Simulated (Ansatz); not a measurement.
A plane-wave DFT run in Ansatz 0.2.0 (scalar-relativistic PAW potentials unless the input names others): input and command.

```yaml
crystal:
  lattice:
    - [2.572591674, 0.0, 0.0]
    - [-1.286295837, 2.2279297433, 0.0]
    - [0.0, 0.0, 4.1639541254]
  atoms:
    - { symbol: Co, position: [0.6666666667, 0.3333333333, 0.25], spin: 1.84 }
    - { symbol: Co, position: [0.3333333333, 0.6666666667, 0.75], spin: 1.84 }
basis:
  ecutwfc: 420
  ecutrho_ratio: 2
kpoints:
  mp_grid: { grid: [18, 18, 10] }
hamiltonian:
  xc: pbe
scf:
  occupations: { method: gaussian, width: 0.1 }
  max_iter: 50
output:
  forces: true
  eigenvalues: true
  stress: true
magnetization:
  spin_polarized: true
```

```bash
ansatz run input.yaml --threads 1 --pin off --max-ram 2560MiB --backend cpu --events-out ev --progress --plain --runs-dir out
```

Abridged log:
```
Basis set: ecut = 420 eV, 463 PW (Γ), exchange–correlation on 32×32×48 points (8 copies of the dense FFT grid, shifted against one another)
Bands: 23, of which v1, the nominal top of the filled ones, is band 17 counted from 1 (16 counted from 0)
Symmetry: 24 space group operations
k-points: 222 of 3240
SCF iter   1: F=—  HF=-10251.620215 eV  |F-HF|=—  |Δ(HF+E_count)|=         —  Δρ=9.67e-2 (↑1.41e-2 ↓9.67e-2) dr2=1.69e0  dr2_m=3.83e-1  M=3.634 μB ∫|m|=3.836 μB  β_m=0.30  ethr=3.10e-3  ⟨swp⟩=5.0  Hψ=37473  notcnv=0
Mixer restart at iter 1: flushing history
SCF iter   2: F=—  HF=-10251.131650 eV  |F-HF|=—  |Δ(HF+E_count)|=   4.89e-1  Δρ=4.36e-2 (↑2.43e-2 ↓4.36e-2) dr2=1.02e-1  dr2_m=2.43e-1  M=3.613 μB ∫|m|=3.863 μB  β_m=0.39  ethr=3.10e-3  ⟨swp⟩=2.3  Hψ=17619  notcnv=0  defer=568
SCF iter   3: F=—  HF=-10251.707559 eV  |F-HF|=—  |Δ(HF+E_count)|=   5.76e-1  Δρ=1.71e-2 (↑1.71e-2 ↓1.45e-2) dr2=3.00e-3  dr2_m=5.32e-2  M=3.548 μB ∫|m|=3.849 μB  β_m=0.54  ethr=3.01e-4  ⟨swp⟩=2.4  Hψ=15387  notcnv=0  defer=570
SCF iter   4: F=—  HF=-10252.135001 eV  |F-HF|=—  |Δ(HF+E_count)|=   4.27e-1  Δρ=9.87e-3 (↑8.47e-3 ↓9.87e-3) dr2=4.71e-2  dr2_m=1.51e-3  M=3.436 μB ∫|m|=3.796 μB  β_m=0.77  ethr=8.82e-6  ⟨swp⟩=2.2  Hψ=20167  notcnv=0  defer=568
SCF iter   5: F=—  HF=-10252.203487 eV  |F-HF|=—  |Δ(HF+E_count)|=   6.85e-2  Δρ=4.32e-3 (↑4.32e-3 ↓1.99e-3) dr2=6.14e-3  dr2_m=3.68e-4  M=3.385 μB ∫|m|=3.766 μB  β_m=0.88  ethr=8.82e-6  ⟨swp⟩=2.0  Hψ=20701  notcnv=0  defer=544
SCF iter   6: F=—  HF=-10252.212843 eV  |F-HF|=—  |Δ(HF+E_count)|=   9.36e-3  Δρ=1.75e-3 (↑1.68e-3 ↓1.75e-3) dr2=1.54e-3  dr2_m=1.08e-6  M=3.359 μB ∫|m|=3.754 μB  β_m=0.78  ethr=8.82e-6  ⟨swp⟩=2.0  Hψ=20373  notcnv=0  defer=542
SCF iter   7: F=—  HF=-10252.212627 eV  |F-HF|=—  |Δ(HF+E_count)|=   2.15e-4  Δρ=6.16e-4 (↑6.16e-4 ↓1.76e-4) dr2=6.72e-5  dr2_m=1.42e-5  M=3.360 μB ∫|m|=3.756 μB  β_m=0.89  ethr=4.53e-6  ⟨swp⟩=2.1  Hψ=13309  notcnv=0  defer=542
SCF iter   8: F=—  HF=-10252.212619 eV  |F-HF|=—  |Δ(HF+E_count)|=   8.27e-6  Δρ=1.57e-4 (↑1.57e-4 ↓4.99e-5) dr2=1.93e-6  dr2_m=2.10e-6  M=3.360 μB ∫|m|=3.756 μB  β_m=0.95  ethr=1.98e-7  ⟨swp⟩=2.5  Hψ=16878  notcnv=0  defer=542
SCF iter   9: F=—  HF=-10252.212619 eV  |F-HF|=—  |Δ(HF+E_count)|=   4.43e-7  Δρ=1.43e-5 (↑1.32e-5 ↓1.43e-5) dr2=1.88e-8  dr2_m=2.43e-8  M=3.359 μB ∫|m|=3.756 μB  β_m=0.79  ethr=5.68e-9  ⟨swp⟩=2.2  Hψ=14439  notcnv=0  defer=542
SCF iter  10: F=-10252.212619 eV  HF=-10252.212619 eV  |F-HF|=1.78e-9  |Δ(HF+E_count)|=   2.62e-8  Δρ=6.29e-6 (↑2.78e-6 ↓6.29e-6) dr2=3.46e-9  dr2_m=2.30e-9  M=3.359 μB ∫|m|=3.756 μB  ethr=5.53e-11  ⟨swp⟩=4.4  Hψ=36206  notcnv=0
SCF 1 converged in 10 iterations: F = -10252.212619 eV  dr2 = 3.46e-9
SCF converged after 10 iterations
Magnetization: 3.3593 μB (18.6797 up, 15.3203 down)
Absolute magnetization: 3.7564 μB (∫|ρ↑−ρ↓|, with the PAW one-centre terms)
Spin contamination: 0.0707 ħ² per cell (⟨S²⟩ above its minimum at these occupations)
Per-site moments (μB) at R_I (Å): [(1.77047225, 1.05496054), (1.77047225, 1.05496054)]
Free energy (F): -10252.212619 eV
Harris-Foulkes:  -10252.212619 eV  (|F-HF|=1.78e-9)
Internal energy: -10252.202291 eV  (E = F + TS)
E sigma→0 (E₀):  -10252.207455 eV
Entropy (-TS):   -0.010328 eV (-5.164 meV/atom)
Fermi energy:    16.670647 eV
--- Forces (eV/Å), atoms counted from 1 ---
  atom   1  Co     0.00000000     0.00000000     0.00000000
  atom   2  Co     0.00000000     0.00000000     0.00000000
--- Stress (GPa, compression-positive) ---
      -14.841985       0.000000       0.000000
        0.000000     -14.841985       0.000000
        0.000000       0.000000     -15.259956
  P = ⅓ Tr σ = -14.9813 GPa (-149.813 kbar)
```

Q: What should be changed?

A: The fault is a density cutoff too low for products of the waves, which reach up to 4 times the waves' cutoff (basis.ecutrho_ratio: not typed → 2, the first being the value of the sound run). Setting it back cures it. The log, from which this was withheld above, says: «Warning: basis.ecutrho_ratio = 2 (ecutrho = 840 eV) is below the records' recommended 1680 eV» «settings of this run that can trade accuracy for cost: basis.ecutrho_ratio < 4. Do not mix this run's numbers with those of runs without the same settings; the input reference describes each key» The run converged all the same, with an energy at zero smearing 12.46 meV/atom below the reference's, pressure -14.98 GPa, largest force 0.000 eV/Å, no gap on the mesh, so convergence alone doesn't show that an input is right. A reference run on usual settings, whose relaxation ended at this geometry, converged, and the end of its own relaxation has pressure -16.09 GPa, largest force 0.000 eV/Å, no gap on the mesh (its cell was held, or driven to that pressure on purpose).

Time: 29 s on 1 thread of Arm Neoverse V1, on a shared host, peak memory 0.49 GiB.